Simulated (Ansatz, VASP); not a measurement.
One calculation of Mg, two programs

```
Mg
1.0
     3.25150    0.00000    0.00000
    -1.62575    2.81588    0.00000
     0.00000    0.00000    5.27889
Mg
2
Cartesian
  0.0000 1.8773 1.3197
  1.6258 0.9386 3.9592
```

Change from the starting cell: functional lda, volume scaled by 1.04, PAW files.

Alike in both runs: task electric field gradients; functional LDA; k mesh 12 × 12 × 7; occupations fermi-dirac, width 0.05 eV; no spin polarisation.

|  | VASP | Ansatz |
| --- | --- | --- |
| version | VASP 6.6.1 | Ansatz 0.2.0 |
| potentials or method | VASP PAW LDA potentials, release 64 (Mg) | PAW with Ansatz's default frozen-core files, scalar-relativistic |
| plane-wave cutoff (eV) | 520 | 420 |
| valence electrons in the cell | 4 | 20 |

VASP gave:

- pressure (GPa): -3.9
- largest component of the traceless stress (GPa): 0.57
- Vzz of the field gradient on the site that differs most (V/Å²): 1.3

**Question.** Which values does Ansatz return?

**Answer.** Pressure (GPa): -3.6; largest component of the traceless stress (GPa): 0.57; Vzz of the field gradient on the site that differs most (V/Å²): 1.3.

The two sets of potentials don't hold the same shells in valence.
